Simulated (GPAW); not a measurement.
Runs of GPAW 26.7.0 on TiO2. Symmetry: P4_2/mnm, No. 136, tetragonal system. The conventional cell has a = 4.600 Å, b = 4.600 Å, c = 2.959 Å, α = 90.00°, β = 90.00°, γ = 90.00°. Ti (site symmetry mmm) has 6 O at 1.95 to 1.98 Å as nearest neighbours. O (site symmetry m2m) has 3 Ti at 1.95 to 1.98 Å as nearest neighbours. The cell is a database's computed one.

```tsv
task	level	potentials or basis	cell	k mesh	optimizer	fmax	max steps	band path	band points	gap on the mesh (eV)	pressure (GPa)	relaxed volume (Å³/atom)	largest force (eV/Å)
relaxation of cell and atoms	r2SCAN	GPAW PAW data sets (gpaw-data 1.2.1), pw	relaxed	4 × 4 × 6	LBFGS	0.01 eV/Å	40	-	-	(b)	0.1	10.46	0.01
single point	PBE	GPAW PAW data sets (gpaw-data 1.2.1), pw	as given	6 × 6 × 9	-	-	-	-	-	1.87	5.3	-	0.03
relaxation of cell and atoms	PBE+D3	GPAW PAW data sets (gpaw-data 1.2.1), pw	relaxed	4 × 4 × 6	BFGS	0.05 eV/Å	60	-	-	(a)	-0.1	10.58	0.01
band structure	LDA	JTH PAW 2.0, LDA, pw	as given	4 × 4 × 6	-	-	-	GXMGZRAZ,XR,MA	60	(c)	-9.1	-	0.12
```

Alike in all rows: no spin polarisation; cutoff (eV) 800; smearing fermi-dirac 0.05 eV.

Fill in the values left out.

(a) 1.85; (b) 2.22; (c) 1.77.

Caveats: later steps reuse the first step's grids (some runs); the PAW data sets were made with another functional, which shifts forces and pressure a little (some runs); an odd mesh through Γ misses points on the zone boundary, where band edges often lie (some runs); the program truncates these outside data sets (some runs).
